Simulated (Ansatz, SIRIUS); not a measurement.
## Ir: equilibrium volume by level of theory

```cif
data_structure
_symmetry_space_group_name_H-M 'Fm-3m'
_symmetry_Int_Tables_number 225
_cell_length_a 3.8312
_cell_length_b 3.8312
_cell_length_c 3.8312
_cell_angle_alpha 90.000
_cell_angle_beta 90.000
_cell_angle_gamma 90.000
_cell_volume 56.23
loop_
_atom_site_label
_atom_site_type_symbol
_atom_site_symmetry_multiplicity
_atom_site_Wyckoff_symbol
_atom_site_fract_x
_atom_site_fract_y
_atom_site_fract_z
_atom_site_occupancy
Ir1 Ir 4 a 0.00000 0.00000 0.00000 1
```

```tsv
rung	level	program and potentials	cutoff (eV)	k mesh	smearing	task	core time	chip	equilibrium volume (Å³/atom)	miss	notes
LDA	LDA	Ansatz, Ansatz PAW	420	12 × 12 × 12	fermi-dirac 0.05	relaxation of cell and atoms	4 s	Arm Neoverse V2	13.82	-2.3 %	potentials made for PBE, which Ansatz adapts in part
GGA	revPBE	Ansatz, Ansatz PAW	420	12 × 12 × 12	fermi-dirac 0.05	relaxation of cell and atoms	4.8 s	Arm Neoverse V2	14.61	+3.3 %	potentials made for PBE, which Ansatz adapts in part
GGA	RPBE	Ansatz, Ansatz PAW	420	12 × 12 × 12	fermi-dirac 0.05	relaxation of cell and atoms	4.9 s	Arm Neoverse V2	14.66	+3.6 %	potentials made for PBE, which Ansatz adapts in part
GGA	BLYP	Ansatz, Ansatz PAW	420	12 × 12 × 12	fermi-dirac 0.05	relaxation of cell and atoms	5.2 s	Arm Neoverse V2	15.22	+7.6 %	potentials made for PBE, which Ansatz adapts in part
GGA	PBE	Ansatz, Ansatz PAW	420	12 × 12 × 12	fermi-dirac 0.05	equation of state	8.3 s	Arm Neoverse V1	(a)	?	-
meta-GGA	r2SCAN	Ansatz, Ansatz PAW	500	12 × 12 × 12	fermi-dirac 0.05	equation of state	18 s	Arm Neoverse V1	14.19	+0.3 %	potentials made for PBE, which Ansatz adapts in part
GGA + dispersion	PBE+D4	SIRIUS, all-electron FP-LAPW, apw+lo standard	-	12 × 12 × 12	fermi-dirac 0.05	equation of state	3.5 min	Intel Xeon 6975P-C Granite Rapids	14.11	-0.3 %	-
```

Times are single runs on shared hosts and different chips, so they are rough; meshes, cutoffs and the tasks' sizes weigh on the time. All rows: no spin polarisation. Smearing widths are in eV. For a metal such meshes aren't converged. Meshes are those of the run's cell of 1 atom unless a note names another. Relaxations start from the cell shown or near it and stop with a little pressure left. The cell shown, of 14.06 Å³ an atom, is the runs' start and not the measured value. Misses use the values as printed. Runs on faulty files, with rough fits or with known faults for this quantity aren't shown. No row holds spin-orbit coupling.

Measured: 14.15 Å³/atom at 299.15 K (a printed reference work). The runs are for a static lattice.

Q: Estimate the value left out from the other rows.

A: (a) 14.48 Å³/atom, miss +2.3 %.
